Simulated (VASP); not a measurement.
# Er (Im-3m) in VASP: reference runs

Reference runs on Er: the cell as given and a disturbed copy.

Everything below comes from runs of VASP 6.6.1. Logs are shortened: lines on timing, memory, paths and dates and some standing lists are left out, and cuts for length are marked.

## (1) The structure

Symmetry: Im-3m, No. 229, cubic system. Conventional cell: a = 3.956 Å, b = 3.956 Å, c = 3.956 Å, α = 90.00°, β = 90.00°, γ = 90.00°. Er (site symmetry m-3m) has 8 Er at 3.43 Å as nearest neighbours.

This isn't the form of Er at room conditions, which is hcp.

## (2) Single point, PBE, collinear spin, ferromagnetic start

Contents of INCAR:

```
SYSTEM = Er
PREC = Accurate ; ENCUT = 520
EDIFF = 1E-7 ; ISMEAR = -1
SIGMA = 0.05 ; LREAL = .FALSE.
LASPH = .TRUE. ; NELM = 150
ALGO = Normal ; ISIF = 2
LWAVE = .FALSE. ; LCHARG = .FALSE.
ISPIN = 2 ; MAGMOM = 3
LORBIT = 11 ; LMAXMIX = 6
GGA = PE ; NBANDS = 21
```

Contents of KPOINTS:

```
Automatic mesh
0
G
  9 9 9
  0 0 0
```

Contents of POSCAR:

```
Er
1.0
   -1.9779384575      1.9779384575      1.9779384575
    1.9779384575     -1.9779384575      1.9779384575
    1.9779384575      1.9779384575     -1.9779384575
Er
1
Direct
    0.0000000000      0.0000000000      0.0000000000
```

Potentials or basis: VASP PAW PBE potentials, release 64 (Er).

Run with:

```
$ cat potpaw_PBE.64/Er/POTCAR > POTCAR
$ mpirun -np 1 vasp_std > vasp.out
```

OUTCAR:

```text
SYSTEM = Er
   PREC = Accurate
   ENCUT = 520
   EDIFF = 1E-7
   ISMEAR = -1
   LREAL = .FALSE.
   LASPH = .TRUE.
   NELM = 150
   ISIF = 2
   ISPIN = 2
   LORBIT = 11
   GGA = PE

 ion  position               nearest neighbor table
   1  0.000  0.000  0.000-

  LATTYP: Found a body centered cubic cell.
 ALAT       =     3.9558769150

  Lattice vectors:

 A1 = (  -1.9779384575,   1.9779384575,   1.9779384575)
 A2 = (   1.9779384575,  -1.9779384575,   1.9779384575)
 A3 = (   1.9779384575,   1.9779384575,  -1.9779384575)

Analysis of symmetry for initial positions (statically):
=====================================================================
 Subroutine PRICEL returns:
 Original cell was already a primitive cell.

 Routine SETGRP: Setting up the symmetry group for a
 body centered cubic supercell.

 Subroutine GETGRP returns: Found 48 space group operations
 (whereof 48 operations were pure point group operations)
 out of a pool of 48 trial point group operations.

The static configuration has the point symmetry O_h .

Analysis of symmetry for dynamics (positions and initial velocities):
=====================================================================
 Subroutine PRICEL returns:
 Original cell was already a primitive cell.

 Routine SETGRP: Setting up the symmetry group for a
 body centered cubic supercell.

 Subroutine GETGRP returns: Found 48 space group operations
 (whereof 48 operations were pure point group operations)
 out of a pool of 48 trial point group operations.

The dynamic configuration has the point symmetry O_h .

Analysis of structural, dynamic, and magnetic symmetry:
=====================================================================
 Subroutine PRICEL returns:
 Original cell was already a primitive cell.

 Routine SETGRP: Setting up the symmetry group for a
 body centered cubic supercell.

 Subroutine GETGRP returns: Found 48 space group operations
 (whereof 48 operations were pure point group operations)
 out of a pool of 48 trial point group operations.

The overall configuration has the point symmetry O_h .

 Subroutine INISYM returns: Found 48 space group operations
 (whereof 48 operations are pure point group operations),
 and found     1 'primitive' translations

----------------------------------------------------------------------------------------

                                     Primitive cell

  volume of cell :      30.9527

  direct lattice vectors                    reciprocal lattice vectors
    -1.977938458  1.977938458  1.977938458     0.000000000  0.252788452  0.252788452
     1.977938458 -1.977938458  1.977938458     0.252788452  0.000000000  0.252788452
     1.977938458  1.977938458 -1.977938458     0.252788452  0.252788452  0.000000000

  length of vectors
     3.425889903  3.425889903  3.425889903     0.357496857  0.357496857  0.357496857

  position of ions in fractional coordinates (direct lattice)
     0.000000000  0.000000000  0.000000000

  ion indices of the primitive-cell ions
   primitive index   ion index
                 1           1

----------------------------------------------------------------------------------------

 KPOINTS: Automatic mesh

Automatic generation of k-mesh.
 Grid dimensions read from file:
 generate k-points for:    9    9    9

 Generating k-lattice:

  Cartesian coordinates                     Fractional coordinates (reciprocal lattice)
     0.000000000  0.028087606  0.028087606     0.111111111  0.000000000  0.000000000
     0.028087606  0.000000000  0.028087606     0.000000000  0.111111111  0.000000000
     0.028087606  0.028087606  0.000000000     0.000000000  0.000000000  0.111111111

  Length of vectors
     0.039721873  0.039721873  0.039721873

  Shift w.r.t. Gamma in fractional coordinates (k-lattice)
     0.000000000  0.000000000  0.000000000

 Subroutine IBZKPT returns following result:
 ===========================================

 Found     35 irreducible k-points:

 Following reciprocal coordinates:
            Coordinates               Weight
  0.000000  0.000000  0.000000      1.000000
  0.111111  0.000000  0.000000     12.000000
  0.222222  0.000000  0.000000     12.000000
  0.333333  0.000000  0.000000     12.000000
  0.444444  0.000000  0.000000     12.000000
  0.111111  0.111111  0.000000     24.000000
[... 16 lines left out ...]
 -0.333333  0.444444  0.111111     48.000000
 -0.444444 -0.444444  0.111111     24.000000
 [... further k-points ...]
   k-points           NKPTS =     35   k-points in BZ     NKDIM =     35   number of bands    NBANDS=     21
   number of dos      NEDOS =    301   number of ions     NIONS =      1
   total plane-waves  NPLWV =  21952
   dimension x,y,z NGX =    28 NGY =   28 NGZ =   28
   dimension x,y,z NGXF=    56 NGYF=   56 NGZF=   56
   ions per type =               1
   NGX,Y,Z   is equivalent  to a cutoff of  13.59, 13.59, 13.59 a.u.
   NGXF,Y,Z  is equivalent  to a cutoff of  27.17, 27.17, 27.17 a.u.
 SYSTEM =  Er
   PREC   = accura    normal or accurate (medium, high low for compatibility)
   ISTART =      0    job   : 0-new  1-cont  2-samecut
   ICHARG =      2    charge: 1-file 2-atom 10-const
   ISPIN  =      2    spin polarized calculation?
   LNONCOLLINEAR =      F non collinear calculations
   LSORBIT =      F    spin-orbit coupling
   LASPH  =      T    aspherical Exc in radial PAW
   ENCUT  =  520.0 eV  38.22 Ry    6.18 a.u.   6.37  6.37  6.37*2*pi/ulx,y,z
   NELM   =    150;   NELMIN=  2; NELMDL= -5     # of ELM steps
   EDIFF  = 0.1E-06   stopping-criterion for ELM
   LREAL  =      F    real-space projection
   EDIFFG = 0.1E-05   stopping-criterion for IOM
   NSW    =      0    number of steps for IOM
   IBRION =     -1    ionic relax: 0-MD 1-quasi-New 2-CG
   NFREE  =      0    steps in history (QN), initial steepest desc. (CG)
   ISIF   =      2    stress and relaxation
   ISYM   =      2    0-nonsym 1-usesym 2-fastsym
   POTIM  = 0.5000    time-step for ionic-motion
   TEBEG  =    0.0;   TEEND  =   0.0 temperature during run
   PSTRESS=    0.0 pullay stress
   NELECT =      22.0000    total number of electrons
   NUPDOWN=      -1.0000    fix difference up-down
   EMIN   =  10.00;   EMAX   =-10.00  energy-range for DOS
   EFERMI =   0.00;   METHOD = LEGACY
   ISMEAR =    -1;   SIGMA  =   0.05  broadening in eV -4-tet -1-fermi 0-gaus
   EFERMI_NEDOS =   21; number of points for ismear=-14 and -15
   IALGO  =     38    algorithm
   IMIX   =      4    mixing-type and parameters
     AMIX     =   0.40;   BMIX     =  1.00
     AMIX_MAG =   1.60;   BMIX_MAG =  1.00
  volume/ion in A,a.u.               =      30.95       208.88
  Fermi-wavevector in a.u.,A,eV,Ry     =   1.460998  2.760886 29.041842  2.134515
  Thomas-Fermi vector in A             =   2.577381
   LORBIT       =     11    0 simple, 1 ext, 2 COOP (PROOUT), +10 PAW based schemes
   GGA     = PE    functional components
   LHFCALC =     F    Hartree Fock is set to
   AEXX    =    0.0000 exact exchange contribution
   IVDW    =     0    specifies the selected vdW correction
   LEPSILON=     F    determine dielectric tensor
   LRPA    =     F    only Hartree local field effects (RPA)
 spin polarized calculation
  energy-cutoff  :      520.00
  volume of cell :       30.95
 maximum number of plane-waves:       887
 NGX is ok and might be reduce to    28
   NGX = 13   NGY = 13   NGZ = 13

 number of electron      22.0000012 magnetization       2.2048951

 Free energy of the ion-electron system (eV)
  ---------------------------------------------------
  ext. energy  EPLUGINS =         0.00000000
  ---------------------------------------------------
  free energy    TOTEN  =        -4.76871904 eV

  energy without entropy =       -4.61382010  energy(sigma->0) =       -4.69126957

 E-fermi :   2.4757     XC(G=0): -10.1349

 val. band max:        2.4741968229   @ k =   0.2222   0.2222   0.0000
 cond. band min:       2.4760102226   @ k =  -0.2222   0.3333   0.1111
 fundamental gap:      0.0018133997
 Fermi energy:         2.4756825815

 spin component 1

 k-point     1 :       0.0000    0.0000    0.0000
  band No.  band energies     occupation
      1     -46.7585      1.00000
      2     -20.5790      1.00000
      3     -20.5790      1.00000
      4     -20.5790      1.00000
      5      -2.7146      1.00000
      6       0.5385      1.00000
[... 13 lines left out ...]
     20      13.9977      0.00000
     21      21.6036      0.00000

 k-point     2 :       0.1111    0.0000    0.0000
  band No.  band energies     occupation
      1     -46.7528      1.00000
      2     -20.6586      1.00000
      3     -20.6036      1.00000
      4     -20.5794      1.00000
      5      -2.3557      1.00000
      6       0.5424      1.00000
[... 13 lines left out ...]
     20      15.0181      0.00000
     21      19.1191      0.00000
[... 487 lines left out ...]
      5       0.4853      1.00000
      6       0.5143      1.00000
[... 13 lines left out ...]
     20      15.2606      0.00000
     21      18.0971      0.00000

 k-point    24 :      -0.4444   -0.4444    0.1111
  band No.  band energies     occupation
      1     -46.7007      1.00000
      2     -21.1517      1.00000
      3     -20.8814      1.00000
      4     -20.6807      1.00000
      5       0.4897      1.00000
      6       0.5074      1.00000
[... 13 lines left out ...]
     20      14.8128      0.00000
     21      18.2798      0.00000

 [... further k-points ...]

 spin component 2

 k-point     1 :       0.0000    0.0000    0.0000
  band No.  band energies     occupation
      1     -45.7725      1.00000
      2     -19.8881      1.00000
      3     -19.8881      1.00000
      4     -19.8881      1.00000
      5      -2.7984      1.00000
      6       2.2839      0.97889
[... 13 lines left out ...]
     20      13.9031      0.00000
     21      21.5831      0.00000

 k-point     2 :       0.1111    0.0000    0.0000
  band No.  band energies     occupation
      1     -45.7662      1.00000
      2     -19.9752      1.00000
      3     -19.9145      1.00000
      4     -19.8886      1.00000
      5      -2.4333      1.00000
      6       2.2785      0.98100
[... 13 lines left out ...]
     20      14.9852      0.00000
     21      19.1052      0.00000
[... 487 lines left out ...]
      5       0.9800      1.00000
      6       2.1705      0.99777
[... 13 lines left out ...]
     20      15.3624      0.00000
     21      18.1505      0.00000

 k-point    24 :      -0.4444   -0.4444    0.1111
  band No.  band energies     occupation
      1     -45.7091      1.00000
      2     -20.5101      1.00000
      3     -20.2150      1.00000
      4     -19.9983      1.00000
      5       1.3644      1.00000
      6       2.2602      0.98674
[... 13 lines left out ...]
     20      14.8419      0.00000
     21      18.3114      0.00000

 [... further k-points ...]

------------------------ aborting loop because EDIFF is reached ----------------------------------------

 total charge

# of ion       s       p       d       f       tot
--------------------------------------------------
    1        2.139   5.755   0.366  11.420  19.678

 magnetization (x)

# of ion       s       p       d       f       tot
--------------------------------------------------
    1        0.003  -0.029  -0.018   2.346   2.302

  FORCE on cell =-STRESS in cart. coord.  units (eV):
  Direction    XX          YY          ZZ          XY          YZ          ZX
  --------------------------------------------------------------------------------------
  -------------------------------------------------------------------------------------
  Total        0.3294461      0.3294461      0.3294461      0.0000000      0.0000000     -0.0000000
  in kB       17.0528346     17.0528346     17.0528346      0.0000000      0.0000000     -0.0000000
  external PRESSURE =      17.0528346 kB  Pullay stress =       0.0000000 kB

 VOLUME and BASIS-vectors are now :
 -----------------------------------------------------------------------------
  energy-cutoff  :      520.00
  volume of cell :       30.95
      direct lattice vectors                 reciprocal lattice vectors
    -1.977938458  1.977938458  1.977938458     0.000000000  0.252788452  0.252788452
     1.977938458 -1.977938458  1.977938458     0.252788452  0.000000000  0.252788452
     1.977938458  1.977938458 -1.977938458     0.252788452  0.252788452  0.000000000

  length of vectors
     3.425889903  3.425889903  3.425889903     0.357496857  0.357496857  0.357496857

 FORCES acting on ions
    electron-ion (+dipol)            ewald-force                    non-local-force                 convergence-correction
 -----------------------------------------------------------------------------------------------
   -.162E-13 -.119E-12 -.597E-13   0.291E-14 0.639E-14 0.413E-14   -.496E-23 0.496E-23 -.165E-23   -.356E-13 -.457E-12 -.198E-13
 -----------------------------------------------------------------------------------------------
   -.162E-13 -.119E-12 -.597E-13   0.291E-14 0.639E-14 0.413E-14   -.496E-23 0.496E-23 -.165E-23   -.356E-13 -.457E-12 -.198E-13

 POSITION                                       TOTAL-FORCE (eV/Angst)
 -----------------------------------------------------------------------------------
      0.00000      0.00000      0.00000         0.000000      0.000000     -0.000000
 -----------------------------------------------------------------------------------
    total drift:                               -0.000000     -0.000000     -0.000000

--------------------------------------------------------------------------------------------------------

  FREE ENERGIE OF THE ION-ELECTRON SYSTEM (eV)
  ---------------------------------------------------
  free  energy   TOTEN  =        -4.7687190402 eV

  energy  without entropy=       -4.6138201026  energy(sigma->0) =       -4.69126957

--------------------------------------------------------------------------------------------------------

--------------------------------------------------------------------------------------------------------

 total charge

# of ion       s       p       d       f       tot
--------------------------------------------------
    1        2.139   5.755   0.366  11.420  19.678

 magnetization (x)

# of ion       s       p       d       f       tot
--------------------------------------------------
    1        0.003  -0.029  -0.018   2.346   2.302

=======================================================================
```

Run time: 2 min. Hardware: 1 thread of Intel Xeon 6975P-C (Granite Rapids), shared host; peak memory 0.21 GiB.

What came out:

```yaml
Free_energy: -4.7687 eV
Pressure: 1.7 GPa
Band_gap_on_the_k_mesh: none (metal or under the smearing width)
Net_moment: 2.20 μB per cell
Site_moments: Er +2.30 μB
Valence_electrons_inside_the_program's_atomic_spheres: Er 19.68
```

Caveat: the magnetic or orbital state may not be the lowest; spin-orbit coupling is left out, which moves the levels of the heavy elements.

## (3) Single point, PBE, collinear spin, ferromagnetic start (cell strained at random at fixed volume)

Contents of INCAR:

```
SYSTEM = Er
PREC = Accurate
ENCUT = 520
EDIFF = 1E-7
ISMEAR = -1
SIGMA = 0.05
LREAL = .FALSE.
LASPH = .TRUE.
NELM = 120
ALGO = Normal
ISIF = 2
LWAVE = .FALSE.
LCHARG = .TRUE.
ISPIN = 2
MAGMOM = 3
LORBIT = 11
LMAXMIX = 6
GGA = PE
LELF = .TRUE.
LVHAR = .TRUE.
NBANDS = 21
```

Contents of KPOINTS:

```
regular mesh
0
G
  9 9 9
  0 0 0
```

Contents of POSCAR:

```
Er
1.0
   -2.0114540000      2.0173830000      2.0465190000
    1.9653930000     -1.9478430000      1.9309170000
    1.9865120000      1.9229010000     -1.9769780000
Er
1
Direct
   -0.0076980000     -0.0121560000     -0.0097970000
```

Potentials or basis: VASP PAW PBE potentials, release 64 (Er).

Run with:

```
$ cat potpaw_PBE.64/Er/POTCAR > POTCAR
$ mpirun -np 1 vasp_std > vasp.out
```

Wall time 38 min (1 thread of Intel Xeon 6975P-C (Granite Rapids), shared host); peak memory 0.53 GiB.

It converged, with:

- Free energy: -5.1701 eV
- Pressure: 3.2 GPa
- Band gap on the k mesh: none (metal or under the smearing width)
- Net moment: 2.43 μB per cell
- Site moments: Er +2.42 μB
- Valence electrons inside the program's atomic spheres: Er 19.65

Stress tensor (GPa, compression positive):
```
 3.34  0.32  0.57
 0.32  3.13 -1.21
 0.57 -1.21  3.05
```

Levels at points of the mesh, in eV from the Fermi level:
Spin up:
```csv
k point,band 9,band 10,band 11,band 12,band 13,band 14,band 15,band 16
"(0.00, 0.00, 0.00)",-2.19,-2.18,-2.13,-2.04,2.14,2.25,2.65,4.52
```
Spin down:
```csv
k point,band 6,band 7,band 8,band 9,band 10,band 11,band 12,band 13
"(0.00, 0.00, 0.00)",-1.03,-1.03,-0.98,-0.88,0.11,0.18,0.22,2.37
```

Caveat: the magnetic or orbital state may not be the lowest; spin-orbit coupling is left out, which moves the levels of the heavy elements. The state reached can hang on the start; a lower one may exist.
